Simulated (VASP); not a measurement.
# Zr (P6_3/mmc) in VASP: further runs

One crystal, Zr, is run at these levels: PBEsol; tasks: relaxation of cell and atoms.

Everything below comes from runs of VASP 6.6.1. Logs are shortened: lines on timing, memory, paths and dates and some standing lists are left out, and cuts for length are marked.

## (1) The crystal as given

The structure is hexagonal, space group P6_3/mmc (No. 194). Conventional cell: a = 3.232 Å, b = 3.232 Å, c = 5.147 Å, α = 90.00°, β = 90.00°, γ = 120.00°. Around Zr (site symmetry -6m2) lie 12 Zr at 3.18 to 3.23 Å.

## (2) Relaxation of cell and atoms, PBEsol, target pressure 5.34 GPa, at which the enthalpy is minimised

INCAR

```
SYSTEM = Zr
  ALGO = Normal
  EDIFF = 1E-6
  EDIFFG = -0.01
  ENCUT = 600
  GGA = PS
  IBRION = 2
  ISIF = 3
  ISMEAR = 1
  LASPH = .TRUE.
  LCHARG = .FALSE.
  LREAL = .FALSE.
  LWAVE = .FALSE.
  NELM = 80
  NSW = 90
  PREC = Accurate
  PSTRESS = 53.4
  SIGMA = 0.1
```

KPOINTS

```
k-points
0
G
  15 15 7
  0 0 0
```

POSCAR

```
Zr
1.0
    3.2320000000      0.0000000000      0.0000000000
   -1.6160000000      2.7989941050      0.0000000000
    0.0000000000      0.0000000000      5.1470000000
Zr
2
Direct
    0.3333333333      0.6666666667      0.2500000000
    0.6666666667      0.3333333333      0.7500000000
```

Potentials or basis: VASP PAW PBE potentials, release 64 (Zr_sv).

On the command line:

```sh
> cat potpaw_PBE.64/Zr_sv/POTCAR > POTCAR
> mpirun -np 1 vasp_std > vasp.out
```

OUTCAR:

```text
SYSTEM = Zr
   EDIFF = 1E-6
   EDIFFG = -0.01
   ENCUT = 600
   GGA = PS
   IBRION = 2
   ISIF = 3
   ISMEAR = 1
   LASPH = .TRUE.
   LREAL = .FALSE.
   NELM = 80
   NSW = 90
   PREC = Accurate
   PSTRESS = 53.4

 ion  position               nearest neighbor table
   1  0.333  0.667  0.250-   2 3.18   2 3.18   2 3.18   2 3.18   2 3.18   2 3.18
   2  0.667  0.333  0.750-   1 3.18   1 3.18   1 3.18   1 3.18   1 3.18   1 3.18

  LATTYP: Found a hexagonal cell.
 ALAT       =     3.2320000000
 C/A-ratio  =     1.5925123762

  Lattice vectors:

 A1 = (   3.2320000000,   0.0000000000,   0.0000000000)
 A2 = (  -1.6160000000,   2.7989941050,   0.0000000000)
 A3 = (   0.0000000000,   0.0000000000,   5.1470000000)

Analysis of symmetry for initial positions (statically):
=====================================================================
 Subroutine PRICEL returns:
 Original cell was already a primitive cell.

 Routine SETGRP: Setting up the symmetry group for a
 hexagonal supercell.

 Subroutine GETGRP returns: Found 24 space group operations
 (whereof 12 operations were pure point group operations)
 out of a pool of 24 trial point group operations.

The static configuration has the point symmetry D_3d.
 The point group associated with its full space group is D_6h.

Analysis of symmetry for dynamics (positions and initial velocities):
=====================================================================
 Subroutine PRICEL returns:
 Original cell was already a primitive cell.

 Routine SETGRP: Setting up the symmetry group for a
 hexagonal supercell.

 Subroutine GETGRP returns: Found 24 space group operations
 (whereof 12 operations were pure point group operations)
 out of a pool of 24 trial point group operations.

The dynamic configuration has the point symmetry D_3d.
 The point group associated with its full space group is D_6h.

 Subroutine INISYM returns: Found 24 space group operations
 (whereof 12 operations are pure point group operations),
 and found     1 'primitive' translations

----------------------------------------------------------------------------------------

                                     Primitive cell

  volume of cell :      46.5616

  direct lattice vectors                    reciprocal lattice vectors
     3.232000000  0.000000000  0.000000000     0.309405941  0.178635603  0.000000000
    -1.616000000  2.798994105  0.000000000     0.000000000  0.357271206  0.000000000
     0.000000000  0.000000000  5.147000000     0.000000000  0.000000000  0.194287935

  length of vectors
     3.232000000  3.232000000  5.147000000     0.357271206  0.357271206  0.194287935

  position of ions in fractional coordinates (direct lattice)
     0.333333333  0.666666667  0.250000000
     0.666666667  0.333333333  0.750000000

  ion indices of the primitive-cell ions
   primitive index   ion index
                 1           1
                 2           2

----------------------------------------------------------------------------------------

 KPOINTS: k-points

Automatic generation of k-mesh.
 Grid dimensions read from file:
 generate k-points for:   15   15    7

 Generating k-lattice:

  Cartesian coordinates                     Fractional coordinates (reciprocal lattice)
     0.020627063  0.011909040  0.000000000     0.066666667  0.000000000  0.000000000
     0.000000000  0.023818080  0.000000000     0.000000000  0.066666667  0.000000000
     0.000000000  0.000000000  0.027755419     0.000000000  0.000000000  0.142857143

  Length of vectors
     0.023818080  0.023818080  0.027755419

  Shift w.r.t. Gamma in fractional coordinates (k-lattice)
     0.000000000  0.000000000  0.000000000

 Subroutine IBZKPT returns following result:
 ===========================================

 Found    108 irreducible k-points:

 Following reciprocal coordinates:
            Coordinates               Weight
  0.000000  0.000000  0.000000      1.000000
  0.066667 -0.000000  0.000000      6.000000
  0.133333 -0.000000  0.000000      6.000000
  0.200000 -0.000000  0.000000      6.000000
  0.266667 -0.000000  0.000000      6.000000
  0.333333  0.000000  0.000000      6.000000
[... 16 lines left out ...]
  0.333333  0.200000  0.000000     12.000000
  0.400000  0.200000  0.000000      6.000000
 [... further k-points ...]
   k-points           NKPTS =    108   k-points in BZ     NKDIM =    108   number of bands    NBANDS=     16
   number of dos      NEDOS =    301   number of ions     NIONS =      2
   total plane-waves  NPLWV =  32928
   dimension x,y,z NGX =    28 NGY =   28 NGZ =   42
   dimension x,y,z NGXF=    56 NGYF=   56 NGZF=   84
   ions per type =               2
   NGX,Y,Z   is equivalent  to a cutoff of  14.40, 14.40, 13.57 a.u.
   NGXF,Y,Z  is equivalent  to a cutoff of  28.80, 28.80, 27.13 a.u.
 SYSTEM =  Zr
   PREC   = accura    normal or accurate (medium, high low for compatibility)
   ISTART =      0    job   : 0-new  1-cont  2-samecut
[... 26 lines left out ...]
     AMIX     =   0.40;   BMIX     =  1.00
     AMIX_MAG =   1.60;   BMIX_MAG =  1.00
  volume/ion in A,a.u.               =      23.28       157.11
  Fermi-wavevector in a.u.,A,eV,Ry     =   1.312611  2.480475 23.442130  1.722948
  Thomas-Fermi vector in A             =   2.442991
   LORBIT       =      0    0 simple, 1 ext, 2 COOP (PROOUT), +10 PAW based schemes
   GGA     = PS    functional components
   LHFCALC =     F    Hartree Fock is set to
   AEXX    =    0.0000 exact exchange contribution
   IVDW    =     0    specifies the selected vdW correction
   LEPSILON=     F    determine dielectric tensor
   LRPA    =     F    only Hartree local field effects (RPA)
 conjugate gradient relaxation of ions
 non-spin polarized calculation
 Methfessel and Paxton  Order N= 1 SIGMA  =   0.10
  energy-cutoff  :      600.00
  volume of cell :       46.56
 maximum number of plane-waves:      1580
 NGX is ok and might be reduce to    28
   NGX = 13   NGY = 13   NGZ = 21

--------------------------------------- Ionic step        1  -------------------------------------------

 number of electron      24.0000000 magnetization

 Free energy of the ion-electron system (eV)
  ---------------------------------------------------
  ext. energy  EPLUGINS =         0.00000000
  ---------------------------------------------------
  free energy    TOTEN  =       -18.14806224 eV

  energy without entropy =      -18.14882525  energy(sigma->0) =      -18.14831657

------------------------ aborting loop because EDIFF is reached ----------------------------------------

  FORCE on cell =-STRESS in cart. coord.  units (eV):
  Direction    XX          YY          ZZ          XY          YZ          ZX
  --------------------------------------------------------------------------------------
  -------------------------------------------------------------------------------------
  Total       -0.9921886     -0.9921886     -0.8632237     -0.0000000      0.0000000      0.0000000
  in kB      -34.1410842    -34.1410842    -29.7034174     -0.0000000      0.0000000      0.0000000
  external PRESSURE =     -86.0618620 kB  Pullay stress =      53.4000000 kB
[... 23 lines left out ...]
  enthalpy is  TOTEN    =       -16.5961820832 eV   P V=        1.5518801523

--------------------------------------- Ionic step        2  -------------------------------------------

 number of electron      24.0000000 magnetization

 E-fermi :  11.1193     XC(G=0): -12.0865

 val. band max:       11.1160992635   @ k =   0.1333   0.1333   0.4286
 cond. band min:      11.1205854756   @ k =   0.4000   0.1333   0.2857
 fundamental gap:      0.0044862122
 Fermi energy:        11.1193419325

 k-point     1 :       0.0000    0.0000    0.0000
  band No.  band energies     occupation
      1     -37.3653      2.00000
      2     -37.0383      2.00000
      3     -16.3159      2.00000
      4     -14.7781      2.00000
      5     -14.7781      2.00000
      6     -14.5370      2.00000
[... 8 lines left out ...]
     15      12.8323     -0.00000
     16      13.1586      0.00000
[... 504 lines left out ...]
  FREE ENERGIE OF THE ION-ELECTRON SYSTEM (eV)
  ---------------------------------------------------
  free  energy   TOTEN  =       -18.1325787936 eV

  energy  without entropy=      -18.1338963467  energy(sigma->0) =      -18.13301798

  enthalpy is  TOTEN    =       -16.7025785020 eV   P V=        1.4300002916

[... ionic steps 4 to 7 ...]

--------------------------------------- Ionic step        8  -------------------------------------------

 number of electron      24.0000000 magnetization

------------------------ aborting loop because EDIFF is reached ----------------------------------------

  FORCE on cell =-STRESS in cart. coord.  units (eV):
  Direction    XX          YY          ZZ          XY          YZ          ZX
  --------------------------------------------------------------------------------------
  -------------------------------------------------------------------------------------
  Total        1.4652979      1.4652979      1.4722119      0.0000000      0.0000000      0.0000000
  in kB       54.9491637     54.9491636     55.2084389      0.0000000      0.0000000      0.0000000
  external PRESSURE =       1.6355887 kB  Pullay stress =      53.4000000 kB
[... 61 lines left out ...]
  enthalpy is  TOTEN    =       -16.7038385278 eV   P V=        1.4285748135

--------------------------------------- Ionic step       10  -------------------------------------------

 number of electron      24.0000000 magnetization

 Free energy of the ion-electron system (eV)
  ---------------------------------------------------
  ext. energy  EPLUGINS =         0.00000000
  ---------------------------------------------------
  free energy    TOTEN  =       -18.12992388 eV

  energy without entropy =      -18.13103539  energy(sigma->0) =      -18.13029438

 E-fermi :   9.8456     XC(G=0): -11.5954

 val. band max:        9.8403278638   @ k =   0.4667  -0.0000   0.0000
 cond. band min:       9.8473212666   @ k =   0.2667   0.2667   0.2857
 fundamental gap:      0.0069934028
 Fermi energy:         9.8456305046

 k-point     1 :       0.0000    0.0000    0.0000
  band No.  band energies     occupation
      1     -38.7489      2.00000
      2     -38.5386      2.00000
      3     -17.4520      2.00000
      4     -16.3121      2.00000
      5     -16.3121      2.00000
      6     -16.1578      2.00000
[... 8 lines left out ...]
     15      11.4695     -0.00000
     16      11.4695     -0.00000
[... 466 lines left out ...]
  FREE ENERGIE OF THE ION-ELECTRON SYSTEM (eV)
  ---------------------------------------------------
  free  energy   TOTEN  =       -18.1299238794 eV

  energy  without entropy=      -18.1310353909  energy(sigma->0) =      -18.13029438

  enthalpy is  TOTEN    =       -16.7038870482 eV   P V=        1.4260368311

 reached required accuracy - stopping structural energy minimisation
```

Run time: 4.7 min. Hardware: 1 thread of AMD EPYC 9R45 (Zen 5), shared host; peak memory 0.21 GiB.

What came out:

| Quantity | Value |
| --- | --- |
| Free energy | -18.1299 eV |
| Relaxed volume | 21.39 Å³/atom |
| Relaxed cell | a = 3.128 Å, b = 3.128 Å, c = 5.049 Å, α = 90.00°, β = 90.00°, γ = 120.00° |
| Space group after relaxing (to 0.05 Å) | P6_3/mmc (No. 194) |
| Energy change on relaxing (the enthalpy is what falls) | +9.1 meV/atom |
| Ionic steps | 10 |
| Pressure after relaxing | 5.3 GPa |
| Band gap on the k mesh | none (metal or under the smearing width) |

Step by step:
```tsv
step	energy change (eV)	largest force (eV/Å)	pressure (GPa)	volume (Å³)
1	0.0000	0.0000	-3.27	46.56
2	0.3277	0.0000	19.24	38.63
3	0.0155	0.0000	5.14	42.90
4	0.0179	0.0000	5.34	42.83
5	0.0204	0.0000	5.54	42.76
6	0.0200	0.0000	5.52	42.74
7	0.0202	0.0000	5.50	42.73
8	0.0202	0.0000	5.50	42.72
9	0.0156	0.0000	5.14	42.86
10	0.0181	0.0000	5.34	42.79
```

Final structure:
```
Zr
1.0
     3.12819    0.00000    0.00000
    -1.56410    2.70909    0.00000
     0.00000    0.00000    5.04874
Zr
2
Direct
  0.33333 0.66667 0.25000
  0.66667 0.33333 0.75000
```

Caveat: the cell is relaxed towards a set pressure, so the enthalpy falls and the energy may rise; the PAW data sets were made with another functional, which shifts forces and pressure a little.

## (3) Relaxation of cell and atoms, PBEsol, target pressure 5.34 GPa, at which the enthalpy is minimised

This run uses another cell than the first one, of 21.39 Å³/atom, 0.919 times its volume.

Changes to INCAR since step 2:

```diff
@@ -2,4 +2,4 @@
   ALGO = Normal
-  EDIFF = 1E-6
-  EDIFFG = -0.01
+  EDIFF = 1E-7
+  EDIFFG = -0.005
   ENCUT = 600
```

KPOINTS is that of step 2.

POSCAR

```
Zr                                      
1.0
    3.1281902433      0.0000000000      0.0000000000
   -1.5640951217      2.7090922186      0.0000000000
    0.0000000000      0.0000000000      5.0487413469
  Zr            
     2
Direct
     0.3333333332999970    0.6666666667000030    0.2500000000000000
     0.6666666667000030    0.3333333332999970    0.7500000000000000
```

Potentials or basis: VASP PAW PBE potentials, release 64 (Zr_sv).

On the command line:

```sh
> cat potpaw_PBE.64/Zr_sv/POTCAR > POTCAR
> mpirun -np 1 vasp_std > vasp.out
```

Run time: 1.8 min. Hardware: 1 thread of AMD EPYC 9R45 (Zen 5), shared host; peak memory 0.2 GiB.

Results (log left out):

* Free energy: -18.1282 eV
* Relaxed volume: 21.39 Å³/atom
* Relaxed cell: a = 3.128 Å, b = 3.128 Å, c = 5.048 Å, α = 90.00°, β = 90.00°, γ = 120.00°
* Space group after relaxing (to 0.05 Å): P6_3/mmc (No. 194)
* Energy change on relaxing (the enthalpy is what falls): +0.2 meV/atom
* Ionic steps: 3
* Pressure after relaxing: 5.3 GPa
* Band gap on the k mesh: none (metal or under the smearing width)

Step by step:
```
step  energy change (eV)  largest force (eV/Å)  pressure (GPa)  volume (Å³)
   1              0.0000                0.0000            5.30        42.79
   2              0.0010                0.0000            5.38        42.76
   3              0.0004                0.0000            5.34        42.77
```

Final structure:
```cif
data_structure
_symmetry_space_group_name_H-M 'P 1'
_symmetry_Int_Tables_number 1
_cell_length_a 3.1278
_cell_length_b 3.1278
_cell_length_c 5.0483
_cell_angle_alpha 90.000
_cell_angle_beta 90.000
_cell_angle_gamma 120.000
_cell_volume 42.77
loop_
_atom_site_label
_atom_site_type_symbol
_atom_site_fract_x
_atom_site_fract_y
_atom_site_fract_z
_atom_site_occupancy
Zr1 Zr 0.33333 0.66667 0.25000 1
Zr2 Zr 0.66667 0.33333 0.75000 1
```

Levels at points of the mesh, in eV from the Fermi level:
| k point | band 9 | band 10 | band 11 | band 12 | band 13 | band 14 | band 15 | band 16 |
| --- | --- | --- | --- | --- | --- | --- | --- | --- |
| (0.00, 0.00, 0.00) | -5.82 | -3.29 | 0.88 | 0.88 | 0.91 | 1.42 | 1.62 | 1.62 |

Caveat: the cell is relaxed towards a set pressure, so the enthalpy falls and the energy may rise; the PAW data sets were made with another functional, which shifts forces and pressure a little.

## (4) Relaxation of cell and atoms, PBEsol

INCAR

```
ALGO     = Normal         # electronic algorithm
EDIFF    = 1E-6           # SCF threshold, eV
EDIFFG   = -0.01          # ionic threshold
ENCUT    = 600            # plane-wave cutoff, eV
GGA      = PS             # functional
IBRION   = 2              # ionic algorithm
ISIF     = 3              # what is computed and relaxed
ISMEAR   = 1              # smearing method
LASPH    = True           # aspherical terms in the spheres
LCHARG   = False          # write CHGCAR
LREAL    = False          # projectors in reciprocal space
LWAVE    = False          # write WAVECAR
NELM     = 80             # most SCF steps
NSW      = 90             # ionic steps
PREC     = Accurate       # precision mode
SIGMA    = 0.1            # smearing width, eV
```

KPOINTS

```
k-points
0
Gamma
  15 15 7
```

POSCAR

```
Zr
1.0
    3.2320000000      0.0000000000      0.0000000000
   -1.6160000000      2.7989941050      0.0000000000
    0.0000000000      0.0000000000      5.1470000000
Zr
2
Direct
    0.3333333333      0.6666666667      0.2500000000
    0.6666666667      0.3333333333      0.7500000000
```

On the command line:

```sh
> cat potpaw_PBE.64/Zr_sv/POTCAR > POTCAR
> mpirun -np 1 vasp_std > vasp.out
```

Wall time 4.4 min (1 thread of Intel Xeon Platinum 8488C (Sapphire Rapids), shared host); peak memory 0.23 GiB.

Results (log left out):

```yaml
Free_energy: -18.1651 eV
Relaxed_volume: 22.47 Å³/atom
Relaxed_cell: a = 3.186 Å, b = 3.186 Å, c = 5.114 Å, α = 90.00°, β = 90.00°, γ = 120.00°
Space_group_after_relaxing_to_0.05_Å: P6_3/mmc (No. 194)
Energy_gained_by_relaxing: 8.5 meV/atom
Ionic_steps: 7
Pressure_after_relaxing: 0.1 GPa
Band_gap_on_the_k_mesh: none (metal or under the smearing width)
```

The path:
```
step  energy change (eV)  largest force (eV/Å)  pressure (GPa)  volume (Å³)
   1              0.0000                0.0000           -3.27        46.56
   2              0.0005                0.0000            3.70        43.44
   3             -0.0167                0.0000            0.00        44.98
   4             -0.0167                0.0000            0.06        44.95
   5             -0.0170                0.0000            0.05        44.94
   6             -0.0171                0.0000            0.05        44.94
   7             -0.0171                0.0000            0.05        44.94
```

Final structure:
```
Zr
1.0
     3.18554    0.00000    0.00000
    -1.59277    2.75876    0.00000
     0.00000    0.00000    5.11353
Zr
2
Direct
  0.33333 0.66667 0.25000
  0.66667 0.33333 0.75000
```

Levels at points of the mesh, in eV from the Fermi level:
```csv
k point,band 10,band 11,band 12,band 13,band 14,band 15
"(0.00, 0.00, 0.00)",-3.15,0.86,0.86,0.94,1.25,1.57
```

Caveat: the PAW data sets were made with another functional, which shifts forces and pressure a little.

## (5) Relaxation of cell and atoms, PBEsol

This run uses another cell than the first one, of 22.47 Å³/atom, 0.965 times its volume.

Changes to INCAR since step 4:

```diff
@@ -1,4 +1,4 @@
 ALGO     = Normal         # electronic algorithm
-EDIFF    = 1E-6           # SCF threshold, eV
-EDIFFG   = -0.01          # ionic threshold
+EDIFF    = 1E-7           # SCF threshold, eV
+EDIFFG   = -0.005         # ionic threshold
 ENCUT    = 600            # plane-wave cutoff, eV
```

KPOINTS is that of step 4.

POSCAR

```
Zr                                      
1.0
    3.1855449109      0.0000000000      0.0000000000
   -1.5927724555      2.7587628177      0.0000000000
    0.0000000000     -0.0000000000      5.1135345963
  Zr            
     2
Direct
     0.3333333332999970    0.6666666667000030    0.2500000000000000
     0.6666666667000030    0.3333333332999970    0.7500000000000000
```

On the command line:

```sh
> cat potpaw_PBE.64/Zr_sv/POTCAR > POTCAR
> mpirun -np 1 vasp_std > vasp.out
```

Run time: 2.4 min. Hardware: 1 thread of Intel Xeon Platinum 8488C (Sapphire Rapids), shared host; peak memory 0.23 GiB.

It converged, with:

```yaml
Free_energy: -18.1645 eV
Relaxed_volume: 22.48 Å³/atom
Relaxed_cell: a = 3.186 Å, b = 3.186 Å, c = 5.114 Å, α = 90.00°, β = 90.00°, γ = 120.00°
Space_group_after_relaxing_to_0.05_Å: P6_3/mmc (No. 194)
Energy_gained_by_relaxing: 0.0 meV/atom
Ionic_steps: 3
Pressure_after_relaxing: 0.0 GPa
Band_gap_on_the_k_mesh: none (metal or under the smearing width)
```

Final structure:
```
Zr
1.0
     3.18604    0.00000    0.00000
    -1.59302    2.75919    0.00000
     0.00000    0.00000    5.11398
Zr
2
Cartesian
  0.0000 1.8395 1.2785
  1.5930 0.9197 3.8355
```

Levels at points of the mesh, in eV from the Fermi level:
```csv
k point,band 10,band 11,band 12,band 13,band 14,band 15
"(0.00, 0.00, 0.00)",-3.15,0.86,0.86,0.94,1.25,1.57
```

Caveat: the PAW data sets were made with another functional, which shifts forces and pressure a little.
